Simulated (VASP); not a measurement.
# Dielectric function of BeS, part 3 of 3

Wanted: where BeS absorbs light, and how strongly it screens. The cell is of the zinc-blende type, one of the forms listed for this formula. The start is a cell from a database of measured crystal structures.

VASP 6.6.1, plane waves and PAW; the level of theory is named at each step.

So far, mean electronic dielectric tensor with local fields: step 4 (static response with local fields) 5.28.

The database entry behind the starting cell differs from later determinations by our own check (0.1 to 0.3 % short, probably kX units), so it need not match the best structure at ambient conditions.

**5. Spectrum at LDA**

This step: LDA; plane waves and PAW (S, Be) (VASP 6.6.1).

The spectrum is made again with LDA.

INCAR reads:

```
SYSTEM = BeS
PREC = Accurate
ENCUT = 400
EDIFF = 1E-07
NELM = 100
ISMEAR = 0
SIGMA = 0.05
LREAL = .FALSE.
ALGO = Normal
GGA = CA
NBANDS = 20
LWAVE = .FALSE.
LCHARG = .FALSE.
KPAR = 4
LOPTICS = .TRUE.
NEDOS = 2000
CSHIFT = 0.15
```

POSCAR reads:

```
BeS
1.0
    0.0000000000      2.4250000000      2.4250000000
    2.4250000000      0.0000000000      2.4250000000
    2.4250000000      2.4250000000      0.0000000000
S Be
1 1
Direct
    0.7500000000      0.7500000000      0.7500000000
    0.0000000000      0.0000000000      0.0000000000
```

KPOINTS reads:

```
Automatic mesh
0
Gamma
12 12 12
0 0 0
```

The projector-augmented-wave data sets are S and Be (PBE family, release 64).

Launch:

```sh
mpirun -np 4 vasp_std
```

Log:

```text
[banner, memory and clock lines left out]
running    4 mpi-ranks, on    1 nodes
 distrk:  each k-point on    1 cores,    4 groups
 distr:  one band on    1 cores,    1 groups

 POSCAR found type information on POSCAR S Be
 POSCAR found :  2 types and       2 ions
|                                                                             |
|               ----> ADVICE to this user running VASP <----                  |
|                                                                             |
|     You enforced a specific xc type in the INCAR file but a different       |
|     [... a line on the potential file left out ...]
|     I HOPE YOU KNOW WHAT YOU ARE DOING!                                     |
|                                                                             |

 LDA part: xc-table for (Slater(with rela. corr.)+CA(PZ))
 , standard interpolation
 POSCAR, INCAR and KPOINTS ok, starting setup
 FFT: planning ... GRIDC
 FFT: planning ... GRID_SOFT
 FFT: planning ... GRID
 WAVECAR not read
 entering main loop
       N       E                     dE             d eps       ncg     rms          rms(c)
DAV:   1     0.159526489963E+02    0.15953E+02   -0.30635E+03  2888   0.283E+02
DAV:   2    -0.105521930163E+02   -0.26505E+02   -0.25426E+02  3816   0.765E+01
DAV:   3    -0.113773849232E+02   -0.82519E+00   -0.82174E+00  3596   0.118E+01
DAV:   4    -0.113803301902E+02   -0.29453E-02   -0.29450E-02  3476   0.811E-01
DAV:   5    -0.113803425755E+02   -0.12385E-04   -0.12385E-04  3612   0.529E-02    0.448E+00
DAV:   6    -0.112145017474E+02    0.16584E+00   -0.87099E-02  3276   0.912E-01    0.299E+00
DAV:   7    -0.111538439393E+02    0.60658E-01   -0.88642E-02  3540   0.965E-01    0.801E-01
DAV:   8    -0.111535172558E+02    0.32668E-03   -0.51922E-03  3516   0.249E-01    0.208E-01
DAV:   9    -0.111534997121E+02    0.17544E-04   -0.29306E-04  3264   0.715E-02    0.986E-02
DAV:  10    -0.111534934174E+02    0.62947E-05   -0.10844E-05  3556   0.964E-03    0.346E-02
DAV:  11    -0.111534947150E+02   -0.12976E-05   -0.10741E-06  3248   0.368E-03    0.546E-03
DAV:  12    -0.111534947014E+02    0.13629E-07   -0.45929E-08  2624   0.901E-04
   1 F= -.11153495E+02 E0= -.11153495E+02  d E =-.104924E-10
 optical routines
 imaginary and real dielectric function
 recalculating local potential from charge density
 direction            1
 direction            2
 direction            3
```

Wall time 3 s (4 MPI ranks of Intel Xeon 6975P-C (Granite Rapids), shared host); peak memory 0.56 GiB.

Parts of OUTCAR (step 5):

```text
   NELECT =       8.0000    total number of electrons

 E-fermi :   4.2175

 k-point     1 :       0.0000    0.0000    0.0000
  band No.  band energies     occupation
      1      -9.6451      2.00000
      2       4.0216      2.00000
      3       4.0216      2.00000
      4       4.0216      2.00000
      5       9.5848      0.00000
      6       9.5848      0.00000
      7       9.5848      0.00000
      8       9.6993      0.00000
      9      16.9053      0.00000
    ...

  Total       -0.4856853     -0.4856853     -0.4856853     -0.0000000      0.0000000     -0.0000000
  in kB      -27.2835127    -27.2835127    -27.2835127     -0.0000000      0.0000000     -0.0000000
  external PRESSURE =     -27.2835127 kB  Pullay stress =       0.0000000 kB

 POSITION                                       TOTAL-FORCE (eV/Angst)
 -----------------------------------------------------------------------------------
      3.63750      3.63750      3.63750         0.000000      0.000000     -0.000000
      0.00000      0.00000      0.00000        -0.000000     -0.000000      0.000000
 -----------------------------------------------------------------------------------
    total drift:                               -0.000000     -0.000000     -0.000000

  FREE ENERGIE OF THE ION-ELECTRON SYSTEM (eV)
  ---------------------------------------------------
  free  energy   TOTEN  =       -11.1534947014 eV

  energy  without entropy=      -11.1534947013  energy(sigma->0) =      -11.15349470

 plasma frequency squared (from intraband transitions) (eV^2)
  --------------------------------------------------------------------------------------
       0.000       0.000       0.000
      -0.000       0.000      -0.000
      -0.000      -0.000       0.000

[... 8 parts as in an earlier step ...]

[... 8 further parts left out ...]
```

The PAW data sets were made with PBE, though LDA sets exist; this is a small mismatch.

This step gave:

| Property | Result |
| --- | --- |
| free energy (TOTEN) | -11.15 eV |
| Fermi energy | 4.218 eV |
| pressure | -2.728 GPa |
| gap on the k-mesh | 2.909 eV |
| least direct gap on the k-mesh | 5.563 eV |

Absorption under the direct gap is the tail of the CSHIFT broadening, and fine structure depends on the mesh. Imaginary dielectric function, xx against photon energy; read off at these points:

```csv
photon energy (eV),"imaginary dielectric function, xx"
0.0,0
1.0,0.0286
2.0,0.0655
3.0,0.127
4.0,0.264
5.0,0.832
6.0,9.86
6.8,19.7
7.0,16.2
8.0,10.1
9.0,6.08
10.0,3.64
11.0,2.08
12.0,2.27
13.0,1.63
14.0,0.948
15.0,1.00
16.0,0.514
17.0,0.601
18.0,0.436
19.0,0.331
20.0,0.350
21.0,0.275
22.0,0.148
23.0,0.103
24.0,0.104
```

Table of real dielectric function, xx by photon energy:

```csv
photon energy (eV),"real dielectric function, xx"
0,5.91
1,6.01
2,6.31
3,6.93
4,8.15
5,11.2
6,14.7
7,1.42
8,-3.73
9,-3.00
10,-4.48
11,-1.67
12,-2.28
13,-1.30
14,-1.11
15,-0.894
16,-0.655
17,-0.512
18,-0.290
19,-0.170
20,-0.179
21,0.0386
22,0.0693
23,0.189
24,0.266
```

**6. Summary of results**

- PBE, independent particles: eps xx at zero frequency 5.75, centre of weight of eps2 xx, over the range kept, at 8.75 eV, mesh 12×12×12
- LDA, independent particles: eps xx at zero frequency 5.91, centre of weight of eps2 xx, over the range kept, at 8.63 eV, mesh 12×12×12
- PBE, with local fields: eps 5.28, 5.28, 5.28

Local fields, and the bands above those summed, take the mean static value from 5.75 to 5.28. Excitons and quasiparticle shifts are absent, so the onset tends to lie too low and its shape can differ.

[Lines on the potential files, build, host, timing and source positions are cut from VASP's logs without a mark.]

[Logs are printed without paths, hosts, clocks, repeated set-up lines and the standing remarks that a program may print on its own settings, such as how far it seeks lower states.]

[Hosts, paths, dates, database ids (printed as entryN), source tags and the programs' standing remarks are cut or masked in the printed files.]
